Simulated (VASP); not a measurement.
# B (P6_3/mmc) in VASP: further runs

One crystal, B, is run at these levels: RPBE; tasks: single point.

Everything below comes from runs of VASP 6.6.1. Logs are shortened: lines on timing, memory, paths and dates and some standing lists are left out, and cuts for length are marked.

**1. The crystal as given**

The structure is hexagonal, space group P6_3/mmc (No. 194). The conventional cell has a = 1.724 Å, b = 1.724 Å, c = 10.657 Å, α = 90.00°, β = 90.00°, γ = 120.00°. B (site symmetry -6m2) has 6 B at 1.72 Å as nearest neighbours.

This isn't the form of B at room conditions, which is rhombohedral.

**2. Single point, RPBE**

File INCAR:

```
PREC = Accurate ; ENCUT = 520
EDIFF = 1E-7 ; ISMEAR = -1
SIGMA = 0.1 ; LREAL = F
LASPH = T ; NELM = 80
ALGO = Normal ; ISIF = 2
LWAVE = F ; LCHARG = F
GGA = RP ; NBANDS = 10
```

File KPOINTS:

```
Automatic mesh
0
Gamma
  34 34 5
```

File POSCAR:

```
B
1.0
    1.7244376408      0.0000000000      0.0000000000
   -0.8622188204      1.4934068042      0.0000000000
    0.0000000000      0.0000000000     10.6565596667
B
2
Direct
    0.3333333333      0.6666666667      0.2500000000
    0.6666666667      0.3333333333      0.7500000000
```

Potentials or basis: VASP PAW PBE potentials, release 64 (B).

On the command line:

```
> cat potpaw_PBE.64/B/POTCAR > POTCAR
> mpirun -np 1 vasp_std > vasp.out
```

OUTCAR:

```text
PREC = Accurate
   ENCUT = 520
   EDIFF = 1E-7
   ISMEAR = -1
   LREAL = F
   LASPH = T
   NELM = 80
   ISIF = 2
   GGA = RP

 ion  position               nearest neighbor table
   1  0.333  0.667  0.250-
   2  0.667  0.333  0.750-

  LATTYP: Found a hexagonal cell.
 ALAT       =     1.7244376408
 C/A-ratio  =     6.1797303739

  Lattice vectors:

 A1 = (   1.7244376408,   0.0000000000,   0.0000000000)
 A2 = (  -0.8622188204,   1.4934068042,   0.0000000000)
 A3 = (   0.0000000000,   0.0000000000,  10.6565596667)

Analysis of symmetry for initial positions (statically):
=====================================================================
 Subroutine PRICEL returns:
 Original cell was already a primitive cell.

 Routine SETGRP: Setting up the symmetry group for a
 hexagonal supercell.

 Subroutine GETGRP returns: Found 24 space group operations
 (whereof 12 operations were pure point group operations)
 out of a pool of 24 trial point group operations.

The static configuration has the point symmetry D_3d.
 The point group associated with its full space group is D_6h.

Analysis of symmetry for dynamics (positions and initial velocities):
=====================================================================
 Subroutine PRICEL returns:
 Original cell was already a primitive cell.

 Routine SETGRP: Setting up the symmetry group for a
 hexagonal supercell.

 Subroutine GETGRP returns: Found 24 space group operations
 (whereof 12 operations were pure point group operations)
 out of a pool of 24 trial point group operations.

The dynamic configuration has the point symmetry D_3d.
 The point group associated with its full space group is D_6h.

 Subroutine INISYM returns: Found 24 space group operations
 (whereof 12 operations are pure point group operations),
 and found     1 'primitive' translations

----------------------------------------------------------------------------------------

                                     Primitive cell

  volume of cell :      27.4437

  direct lattice vectors                    reciprocal lattice vectors
     1.724437641  0.000000000  0.000000000     0.579899195  0.334804956  0.000000000
    -0.862218820  1.493406804  0.000000000     0.000000000  0.669609913  0.000000000
     0.000000000  0.000000000 10.656559667     0.000000000  0.000000000  0.093838915

  length of vectors
     1.724437641  1.724437641 10.656559667     0.669609913  0.669609913  0.093838915

  position of ions in fractional coordinates (direct lattice)
     0.333333333  0.666666667  0.250000000
     0.666666667  0.333333333  0.750000000

  ion indices of the primitive-cell ions
   primitive index   ion index
                 1           1
                 2           2

----------------------------------------------------------------------------------------

 KPOINTS: Automatic mesh

Automatic generation of k-mesh.
 Grid dimensions read from file:
 generate k-points for:   34   34    5

 Generating k-lattice:

  Cartesian coordinates                     Fractional coordinates (reciprocal lattice)
     0.017055859  0.009847205  0.000000000     0.029411765  0.000000000  0.000000000
     0.000000000  0.019694409  0.000000000     0.000000000  0.029411765  0.000000000
     0.000000000  0.000000000  0.018767783     0.000000000  0.000000000  0.200000000

  Length of vectors
     0.019694409  0.019694409  0.018767783

  Shift w.r.t. Gamma in fractional coordinates (k-lattice)
     0.000000000  0.000000000  0.000000000

 Subroutine IBZKPT returns following result:
 ===========================================

 Found    342 irreducible k-points:

 Following reciprocal coordinates:
            Coordinates               Weight
  0.000000  0.000000  0.000000      1.000000
  0.029412  0.000000  0.000000      6.000000
  0.058824  0.000000  0.000000      6.000000
  0.088235 -0.000000  0.000000      6.000000
  0.117647 -0.000000  0.000000      6.000000
  0.147059  0.000000  0.000000      6.000000
[... 16 lines left out ...]
  0.147059  0.029412  0.000000     12.000000
  0.176471  0.029412  0.000000     12.000000
 [... further k-points ...]
   k-points           NKPTS =    342   k-points in BZ     NKDIM =    342   number of bands    NBANDS=     10
   number of dos      NEDOS =    301   number of ions     NIONS =      2
   total plane-waves  NPLWV =  15680
   dimension x,y,z NGX =    14 NGY =   14 NGZ =   80
   dimension x,y,z NGXF=    28 NGYF=   28 NGZF=  160
   ions per type =               2
   NGX,Y,Z   is equivalent  to a cutoff of  13.50, 13.50, 12.48 a.u.
   NGXF,Y,Z  is equivalent  to a cutoff of  26.99, 26.99, 24.96 a.u.
 SYSTEM =  unknown system
   PREC   = accura    normal or accurate (medium, high low for compatibility)
   ISTART =      0    job   : 0-new  1-cont  2-samecut
   ICHARG =      2    charge: 1-file 2-atom 10-const
   ISPIN  =      1    spin polarized calculation?
   LNONCOLLINEAR =      F non collinear calculations
   LSORBIT =      F    spin-orbit coupling
   LASPH  =      T    aspherical Exc in radial PAW
   ENCUT  =  520.0 eV  38.22 Ry    6.18 a.u.   3.21  3.21 19.81*2*pi/ulx,y,z
   NELM   =     80;   NELMIN=  2; NELMDL= -5     # of ELM steps
   EDIFF  = 0.1E-06   stopping-criterion for ELM
   LREAL  =      F    real-space projection
   EDIFFG = 0.1E-05   stopping-criterion for IOM
   NSW    =      0    number of steps for IOM
   IBRION =     -1    ionic relax: 0-MD 1-quasi-New 2-CG
   NFREE  =      0    steps in history (QN), initial steepest desc. (CG)
   ISIF   =      2    stress and relaxation
   ISYM   =      2    0-nonsym 1-usesym 2-fastsym
   POTIM  = 0.5000    time-step for ionic-motion
   TEBEG  =    0.0;   TEEND  =   0.0 temperature during run
   PSTRESS=    0.0 pullay stress
   NELECT =       6.0000    total number of electrons
   NUPDOWN=      -1.0000    fix difference up-down
   EMIN   =  10.00;   EMAX   =-10.00  energy-range for DOS
   EFERMI =   0.00;   METHOD = LEGACY
   ISMEAR =    -1;   SIGMA  =   0.10  broadening in eV -4-tet -1-fermi 0-gaus
   EFERMI_NEDOS =   21; number of points for ismear=-14 and -15
   IALGO  =     38    algorithm
   IMIX   =      4    mixing-type and parameters
     AMIX     =   0.40;   BMIX     =  1.00
     AMIX_MAG =   1.60;   BMIX_MAG =  1.00
  volume/ion in A,a.u.               =      13.72        92.60
  Fermi-wavevector in a.u.,A,eV,Ry     =   0.986229  1.863702 13.233670  0.972647
  Thomas-Fermi vector in A             =   2.117594
   LORBIT       =      0    0 simple, 1 ext, 2 COOP (PROOUT), +10 PAW based schemes
   GGA     = RP    functional components
   LHFCALC =     F    Hartree Fock is set to
   AEXX    =    0.0000 exact exchange contribution
   IVDW    =     0    specifies the selected vdW correction
   LEPSILON=     F    determine dielectric tensor
   LRPA    =     F    only Hartree local field effects (RPA)
 non-spin polarized calculation
  energy-cutoff  :      520.00
  volume of cell :       27.44
 maximum number of plane-waves:       765
 NGX is ok and might be reduce to    14
   NGX =  7   NGY =  7   NGZ = 39

 number of electron       6.0000000 magnetization

 Free energy of the ion-electron system (eV)
  ---------------------------------------------------
  ext. energy  EPLUGINS =         0.00000000
  ---------------------------------------------------
  free energy    TOTEN  =       -11.44437091 eV

  energy without entropy =      -11.43331499  energy(sigma->0) =      -11.43884295

 E-fermi :   2.4304     XC(G=0):  -7.5308

 val. band max:        2.2467774215   @ k =   0.2647   0.1176   0.0000
 cond. band min:       2.4376129586   @ k =   0.2941   0.0882   0.0000
 fundamental gap:      0.1908355371
 Fermi energy:         2.4304315695

 k-point     1 :       0.0000    0.0000    0.0000
  band No.  band energies     occupation
      1     -14.4661      2.00000
      2     -14.4581      2.00000
      3      -5.1767      2.00000
      4      -5.0320      2.00000
      5       4.2977      0.00000
      6       6.6272      0.00000
      7       8.1091      0.00000
      8      13.4827      0.00000
      9      16.6042      0.00000
     10      24.1250      0.00000

 k-point     2 :       0.0294    0.0000    0.0000
  band No.  band energies     occupation
      1     -14.4268      2.00000
      2     -14.4188      2.00000
      3      -5.1206      2.00000
      4      -4.9760      2.00000
      5       4.3518      0.00000
      6       6.6844      0.00000
      7       8.1566      0.00000
      8      13.5379      0.00000
      9      16.6386      0.00000
     10      24.1756      0.00000

 k-point     3 :       0.0588    0.0000    0.0000
  band No.  band energies     occupation
      1     -14.3089      2.00000
      2     -14.3011      2.00000
      3      -4.9526      2.00000
      4      -4.8083      2.00000
      5       4.5139      0.00000
      6       6.8561      0.00000
      7       8.2987      0.00000
      8      13.7035      0.00000
      9      16.7384      0.00000
     10      24.3272      0.00000

 k-point     4 :       0.0882   -0.0000    0.0000
  band No.  band energies     occupation
      1     -14.1127      2.00000
      2     -14.1051      2.00000
      3      -4.6726      2.00000
      4      -4.5290      2.00000
      5       4.7837      0.00000
      6       7.1420      0.00000
      7       8.5338      0.00000
      8      13.9788      0.00000
      9      16.8923      0.00000
     10      24.5643      0.00000
[... 222 lines left out ...]
 k-point    22 :       0.1176    0.0294    0.0000
  band No.  band energies     occupation
      1     -13.6433      2.00000
      2     -13.6362      2.00000
      3      -4.0020      2.00000
      4      -3.8599      2.00000
      5       5.4281      0.00000
      6       7.8273      0.00000
      7       9.0871      0.00000
      8      14.6363      0.00000
      9      17.1754      0.00000
     10      22.6821      0.00000

 k-point    23 :       0.1471    0.0294    0.0000
  band No.  band energies     occupation
      1     -13.2540      2.00000
      2     -13.2473      2.00000
      3      -3.4446      2.00000
      4      -3.3038      2.00000
      5       5.9607      0.00000
      6       8.3974      0.00000
      7       9.5309      0.00000
      8      15.1800      0.00000
      9      17.2462      0.00000
     10      21.2002      0.00000

 k-point    24 :       0.1765    0.0294    0.0000
  band No.  band energies     occupation
      1     -12.7894      2.00000
      2     -12.7832      2.00000
      3      -2.7778      2.00000
      4      -2.6386      2.00000
      5       6.5920      0.00000
      6       9.0799      0.00000
      7      10.0311      0.00000
      8      15.8261      0.00000
      9      16.9947      0.00000
     10      19.5931      0.00000

 [... further k-points ...]

------------------------ aborting loop because EDIFF is reached ----------------------------------------

  FORCE on cell =-STRESS in cart. coord.  units (eV):
  Direction    XX          YY          ZZ          XY          YZ          ZX
  --------------------------------------------------------------------------------------
  -------------------------------------------------------------------------------------
  Total       -0.2176087     -0.2176087     -0.0083554      0.0000000      0.0000000     -0.0000000
  in kB      -12.7041075    -12.7041075     -0.4877914      0.0000000      0.0000000     -0.0000000
  external PRESSURE =      -8.6320021 kB  Pullay stress =       0.0000000 kB

 VOLUME and BASIS-vectors are now :
 -----------------------------------------------------------------------------
  energy-cutoff  :      520.00
  volume of cell :       27.44
      direct lattice vectors                 reciprocal lattice vectors
     1.724437641  0.000000000  0.000000000     0.579899195  0.334804956  0.000000000
    -0.862218820  1.493406804  0.000000000     0.000000000  0.669609913  0.000000000
     0.000000000  0.000000000 10.656559667     0.000000000  0.000000000  0.093838915

 POSITION                                       TOTAL-FORCE (eV/Angst)
 -----------------------------------------------------------------------------------
     -0.00000      0.99560      2.66414        -0.000000      0.000000      0.000000
      0.86222      0.49780      7.99242         0.000000     -0.000000      0.000000
 -----------------------------------------------------------------------------------
    total drift:                               -0.000000      0.000000     -0.000000

  FREE ENERGIE OF THE ION-ELECTRON SYSTEM (eV)
  ---------------------------------------------------
  free  energy   TOTEN  =       -11.4443709113 eV

  energy  without entropy=      -11.4333149863  energy(sigma->0) =      -11.43884295
```

It took 2.2 min on 1 thread of Intel Xeon Platinum 8175M at 2.50GHz (Skylake/Cascade Lake), shared host; peak memory 0.19 GiB.

What came out:

```yaml
Free_energy: -11.4444 eV
Pressure: -0.9 GPa
Band_gap_on_the_k_mesh: none (metal or under the smearing width)
```

Stress tensor (GPa, compression positive):
```
-1.27  0.00  0.00
 0.00 -1.27  0.00
 0.00  0.00 -0.05
```

Caveat: the PAW data sets were made with another functional, which shifts forces and pressure a little; this functional lacks dispersion, which binds the layers, so the pressure and a relaxed spacing across them are unreliable.

**3. Single point, RPBE**

This run uses another cell than the first one, of 14.27 Å³/atom, 1.040 times its volume.

File INCAR:

```
SYSTEM = B
PREC = Accurate
ENCUT = 520
EDIFF = 1E-6
ISMEAR = -1
SIGMA = 0.1
LREAL = .False.
LASPH = .True.
NELM = 60
ALGO = Normal
ISIF = 2
LWAVE = .False.
LCHARG = .True.
GGA = RP
LELF = .True.
LVHAR = .True.
NBANDS = 10
```

File KPOINTS:

```
regular mesh
0
Gamma
  23 23 4
  0 0 0
```

File POSCAR:

```
B
1.0
    1.7471302121      0.0000000000      0.0000000000
   -0.8735651060      1.5130591474      0.0000000000
    0.0000000000      0.0000000000     10.7967936387
B
2
Direct
    0.3333333333      0.6666666667      0.2500000000
    0.6666666667      0.3333333333      0.7500000000
```

Potentials or basis: VASP PAW PBE potentials, release 64 (B).

On the command line:

```
> cat potpaw_PBE.64/B/POTCAR > POTCAR
> mpirun -np 1 vasp_std > vasp.out
```

Wall time 54 s (1 thread of Intel Xeon Platinum 8175M at 2.50GHz (Skylake/Cascade Lake), shared host); peak memory 0.16 GiB.

Results (log left out):

```
Free energy            : -11.4104 eV
Pressure               : -5.5 GPa
Band gap on the k mesh : none (metal or under the smearing width)
```

Stress tensor (GPa, compression positive):
```
-8.20  0.00  0.00
 0.00 -8.20  0.00
 0.00  0.00 -0.08
```

Levels at points of the mesh, in eV from the Fermi level:
| k point | band 1 | band 2 | band 3 | band 4 | band 5 | band 6 | band 7 | band 8 |
| --- | --- | --- | --- | --- | --- | --- | --- | --- |
| (0.00, 0.00, 0.00) | -16.73 | -16.72 | -7.43 | -7.30 | 1.91 | 4.17 | 5.60 | 10.83 |
| (0.00, 0.00, 0.50) | -16.72 | -16.72 | -7.37 | -7.37 | 2.66 | 2.66 | 8.08 | 8.08 |

Caveat: the PAW data sets were made with another functional, which shifts forces and pressure a little; this functional lacks dispersion, which binds the layers, so the pressure and a relaxed spacing across them are unreliable.

**4. Single point, RPBE**

This run uses another cell than the first one, of 13.17 Å³/atom, 0.960 times its volume.

File INCAR:

```
  ALGO = Normal
  EDIFF = 1E-6
  ENCUT = 520
  GGA = RP
  ISIF = 2
  ISMEAR = -1
  LASPH = True
  LCHARG = False
  LREAL = False
  LWAVE = False
  NBANDS = 10
  NELM = 60
  PREC = Accurate
  SIGMA = 0.1
```

File KPOINTS:

```
k-points
0
Gamma
  23 23 4
```

File POSCAR:

```
B
1.0
    1.7011315725      0.0000000000      0.0000000000
   -0.8505657862      1.4732231570      0.0000000000
    0.0000000000      0.0000000000     10.5125344483
B
2
Direct
    0.3333333333      0.6666666667      0.2500000000
    0.6666666667      0.3333333333      0.7500000000
```

On the command line:

```
> cat potpaw_PBE.64/B/POTCAR > POTCAR
> mpirun -np 1 vasp_std > vasp.out
```

Wall time 48 s (1 thread of Intel Xeon Platinum 8175M at 2.50GHz (Skylake/Cascade Lake), shared host); peak memory 0.16 GiB.

The run converged. Its results:

| Item | Value |
| --- | --- |
| Free energy | -11.4236 eV |
| Pressure | 4.1 GPa |
| Band gap on the k mesh | none (metal or under the smearing width) |

Stress tensor (GPa, compression positive):
```
 6.14  0.00  0.00
 0.00  6.14  0.00
 0.00  0.00 -0.06
```

Levels at points of the mesh, in eV from the Fermi level:
| k point | band 1 | band 2 | band 3 | band 4 | band 5 | band 6 | band 7 | band 8 | band 9 |
| --- | --- | --- | --- | --- | --- | --- | --- | --- | --- |
| (0.00, 0.00, 0.00) | -17.28 | -17.27 | -7.94 | -7.79 | 1.75 | 4.16 | 5.67 | 11.21 | 14.41 |
| (0.00, 0.00, 0.50) | -17.28 | -17.28 | -7.87 | -7.87 | 2.55 | 2.55 | 8.30 | 8.30 | 18.03 |

Caveat: the PAW data sets were made with another functional, which shifts forces and pressure a little; this functional lacks dispersion, which binds the layers, so the pressure and a relaxed spacing across them are unreliable.

**5. Single point, RPBE**

This run uses another cell than the first one, of 12.08 Å³/atom, 0.880 times its volume.

File INCAR:

```
SYSTEM = B
  ALGO = Normal
  EDIFF = 1E-6
  ENCUT = 520
  GGA = RP
  ISIF = 2
  ISMEAR = -1
  LASPH = .TRUE.
  LCHARG = .FALSE.
  LREAL = .FALSE.
  LWAVE = .FALSE.
  NBANDS = 10
  NELM = 60
  PREC = Accurate
  SIGMA = 0.1
```

File KPOINTS:

```
k-points
0
G
  23 23 4
  0 0 0
```

File POSCAR:

```
B
1.0
    1.6525009509      0.0000000000      0.0000000000
   -0.8262504754      1.4311078033      0.0000000000
    0.0000000000      0.0000000000     10.2120103190
B
2
Direct
    0.3333333333      0.6666666667      0.2500000000
    0.6666666667      0.3333333333      0.7500000000
```

On the command line:

```
> cat potpaw_PBE.64/B/POTCAR > POTCAR
> mpirun -np 1 vasp_std > vasp.out
```

Wall time 36 s (1 thread of Intel Xeon Platinum 8175M at 2.50GHz (Skylake/Cascade Lake), shared host); peak memory 0.15 GiB.

Results (log left out):

```
Free energy            : -11.2773 eV
Pressure               : 17.9 GPa
Band gap on the k mesh : none (metal or under the smearing width)
```

Stress tensor (GPa, compression positive):
```
26.88  0.00  0.00
 0.00 26.88  0.00
 0.00  0.00 -0.04
```

Levels at points of the mesh, in eV from the Fermi level:
```
           k point  band 2  band 3  band 4  band 5  band 6  band 7
(0.00, 0.00, 0.00)  -17.87   -8.53   -8.35    1.57    4.14    5.76
(0.00, 0.00, 0.50)  -17.87   -8.44   -8.44    2.42    2.42    8.56
```

Caveat: so large a pressure means that the cell lies far from this level's equilibrium, or that cutoff or potentials fall short; the potentials were made for another functional, which shifts forces and pressure; this functional lacks dispersion, which binds the layers, so the pressure and a relaxed spacing across them are unreliable.

**6. Overview**

| cell | k mesh | gap on the mesh (eV) | pressure (GPa) |
| --- | --- | --- | --- |
| P6_3/mmc, 13.72 Å³/atom | 34 × 34 × 5 | none | -0.9 |
| P6_3/mmc, 14.27 Å³/atom | 23 × 23 × 4 | none | -5.5 |
| P6_3/mmc, 13.17 Å³/atom | 23 × 23 × 4 | none | 4.1 |
| P6_3/mmc, 12.08 Å³/atom | 23 × 23 × 4 | none | 17.9 |

Alike in all rows: task single point; level RPBE; potentials or basis VASP PAW PBE potentials, release 64 (B); no spin polarisation; cutoff (eV) 520; smearing fermi-dirac 0.1 eV.

Every run on the cell as given and a fine mesh finds a metal.

Caveats: this functional lacks dispersion, which binds the layers, so the pressure and a relaxed spacing across them are unreliable; the PAW data sets were made with another functional, which shifts forces and pressure a little (some runs); so large a pressure means that the cell lies far from this level's equilibrium, or that cutoff or potentials fall short (some runs); the potentials were made for another functional, which shifts forces and pressure (some runs).

Absolute energies hang on the potentials; compare differences alone.
